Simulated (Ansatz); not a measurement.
## Putting H into Cu₃Au

All numbers below come from DFT PBE, scalar-relativistic, plane waves, PAW (Ansatz).

Plane waves to 420 eV, a k mesh through Γ of 10×10×10 on the computed 4-atom cell and Gaussian smearing (0.10 eV); no spin polarisation for the host; each changed cell takes a mesh and smearing chosen by its own gap and starts from the host's moments or customary ones, or runs without spin. Cells and atoms are relaxed to the nearest stationary point that keeps the symmetry of their start (forces under 0.02 to 0.04 eV/Å, stress under 0.1 to 0.2 GPa); energies are at zero smearing, without zero-point or thermal terms.

Relaxed host (gap on the mesh 0 eV):

```yaml
crystal:
  lattice:
    - [3.77979, 0.00000, 0.00000]
    - [0.00000, 3.77979, 0.00000]
    - [0.00000, 0.00000, 3.77979]
  atoms:
    - { symbol: Cu, position: [0.00000, 0.50000, 0.50000] }
    - { symbol: Cu, position: [0.50000, 0.00000, 0.50000] }
    - { symbol: Cu, position: [0.50000, 0.50000, 0.00000] }
    - { symbol: Au, position: [0.00000, 0.00000, 0.00000] }
```

Cases: (1) 1 H in a 1×1×1 repeat of the cell, at (0.500 0.500 0.500) in fractions of that repeat, 1.89 Å from the nearest atom of the relaxed host; (2) 3 H in a 1×1×1 repeat of the cell, at (0.000 0.000 0.500), (0.500 0.000 0.000), (0.000 0.500 0.000) in fractions of that repeat, 1.89 Å from the nearest atom of the relaxed host; (3) 1 H in a 2×1×1 repeat of the cell, at (0.250 0.500 0.500) in fractions of that repeat, 1.89 Å from the nearest atom of the relaxed host; (4) 1 H in a 2×1×1 repeat of the cell, at (0.000 0.000 0.500) in fractions of that repeat, 1.89 Å from the nearest atom of the relaxed host.

**Question.** Give the energy per H taken from half an H2 molecule (negative: uptake is favourable), the swelling and the final surroundings.

**Answer.**
| case | formula | energy per H (eV) | ΔV (%) | principal strains (%) | nearest host atoms of the first H |
| --- | --- | --- | --- | --- | --- |
| 1 | Cu3HAu | 0.42 | +4.4 | +1.4 +1.4 +1.4 | 6 (Cu) from 1.92 Å |
| 2 | Cu3H3Au | 0.95 | +19.2 | +6.0 +6.0 +6.0 | 6 (AuCu) from 2.00 Å |
| 3 | Cu6HAu2 | 0.38 | +2.3 | +1.0 +1.0 +0.3 | 6 (Cu) from 1.91 Å |
| 4 | Cu6HAu2 | 0.85 | +3.4 | +3.2 +0.9 -0.6 | 6 (AuCu) from 1.91 Å |

Each ion keeps what symmetry its start has, so a lower place off a symmetric site can be missed, above all for H.

Relaxed structure of case 3, the lowest per ion:

```
CELL_PARAMETERS angstrom
7.58514 0.00000 0.00000
0.00000 3.81723 0.00000
0.00000 0.00000 3.81723
ATOMIC_POSITIONS crystal
Cu 0.50631 0.50000 0.50000
Cu 0.99369 0.50000 0.50000
Cu 0.25000 0.00000 0.50000
Cu 0.75000 0.00000 0.50000
Cu 0.25000 0.50000 0.00000
Cu 0.75000 0.50000 0.00000
Au 0.99683 0.00000 0.00000
Au 0.50317 0.00000 0.00000
H 0.25000 0.50000 0.50000
```

Spin-orbit coupling is left out.

Cost: 5 runs of about 5.2 core-minutes in all, on Arm Neoverse V2 (shared hosts).